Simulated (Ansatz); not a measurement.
A relaxation of cell and atoms of a 3-atom cell of ZrO₂ built on the cubic fluorite structure (relaxed group Fm-3m) with Ansatz, at the level PBEsol. The starting cell comes from a relaxation with PBE.

The input:
```yaml
crystal:
  lattice:
    - [0.0, 2.5578562536, 2.5578562536]
    - [2.5578562536, 0.0, 2.5578562536]
    - [2.5578562536, 2.5578562536, 0.0]
  atoms:
    - { symbol: Zr, position: [0.0, 0.0, 0.0] }
    - { symbol: O, position: [0.75, 0.75, 0.75] }
    - { symbol: O, position: [0.25, 0.25, 0.25] }
kpoints:
  mp_grid: { grid: [8, 8, 8] }
hamiltonian:
  xc: pbesol
scf:
  occupations: { method: fermi_dirac, width: 0.02 }
relax:
  f_tol: 0.005
  cell: {}
```

Run as `ansatz run input.yaml --threads 2 --pin off --max-ram 29491MiB --backend cpu --events-out ev --progress --plain --runs-dir out`. It took 3.1 s on 2 threads of AMD EPYC 7R13 Processor (Zen 3), with other jobs on the host, load about 0.9 per core; peak host memory 0.45 GiB.

What the program printed (shortened):
```
Functional definition: PBEsol
Crystal: 3 atoms, lattice volume = 33.470 Å³
Basis set: ecut = 420 eV, 645 PW (Γ)
Bands: 16, of which v1, the nominal top of the filled ones, is band 12 counted from 1 (11 counted from 0)
Symmetry: 48 space group operations
Space group: Fm-3m (ITA 225)
k-points: 29 of 512
preconditioner: auto → none  [insulator: Δε(μ)=3.045 eV  σ=0.020 eV  ℏωp=30.1 eV]
relax step 1: F+E_penalty+E_count = -5255.60507074 eV  P = -7.274 GPa  Ω = 33.470 Å³
relax step 2: F+E_penalty+E_count = -5255.63203262 eV  P = +1.775 GPa  Ω = 32.276 Å³
relax step 3: F+E_penalty+E_count = -5255.63217751 eV  P = -0.078 GPa  Ω = 32.503 Å³
relax step 4: F+E_penalty+E_count = -5255.63222413 eV  P = -0.001 GPa  Ω = 32.494 Å³
relax step 5: F+E_penalty+E_count = -5255.62828048 eV  P = -0.210 GPa  Ω = 32.494 Å³  (SCF on a basis re-selected at this cell)
relax step 6: F+E_penalty+E_count = -5255.62842098 eV  P = -0.000 GPa  Ω = 32.467 Å³
relax step 7: F+E_penalty+E_count = -5255.62824392 eV  P = -0.004 GPa  Ω = 32.467 Å³  (SCF on a basis re-selected at this cell)
SCF converged after 5 iterations
Free energy (F): -5255.628244 eV
Fermi energy:    13.934097 eV
--- Stress (GPa, compression-positive) ---
       -0.004180       0.000000       0.000000
        0.000000      -0.004180       0.000000
        0.000000       0.000000      -0.004180
  P = ⅓ Tr σ = -0.0042 GPa (-0.042 kbar)
--- Relaxed structure (5 steps of the walk, 5 accepted, 2 SCFs on fresh bases) ---
  F+E_penalty+E_count = -5255.62824392 eV
  cell:  # Å, volume = 32.4672 Å³
    - [0.000000, 2.532046, 2.532046]
    - [2.532046, 0.000000, 2.532046]
    - [2.532046, 2.532046, 0.000000]
  atoms:
    - { symbol: Zr, position: [0.000000, 0.000000, 0.000000] }
    - { symbol: O, position: [0.750000, 0.750000, 0.750000] }
    - { symbol: O, position: [0.250000, 0.250000, 0.250000] }
```

In 5 steps the volume changed by -3.0 %; between the first SCF and the last, each on a basis chosen for its cell, the energy fell by 7.7 meV an atom. At the end: space group Fm-3m (No. 225), cubic; conventional cell a = 5.064 Å, 10.82 Å³ an atom. Zr has 8 O at 2.19 Å; O has 4 Zr at 2.19 Å.

Simulation only: spin-unpolarised, and no claim that this is the phase found in nature.
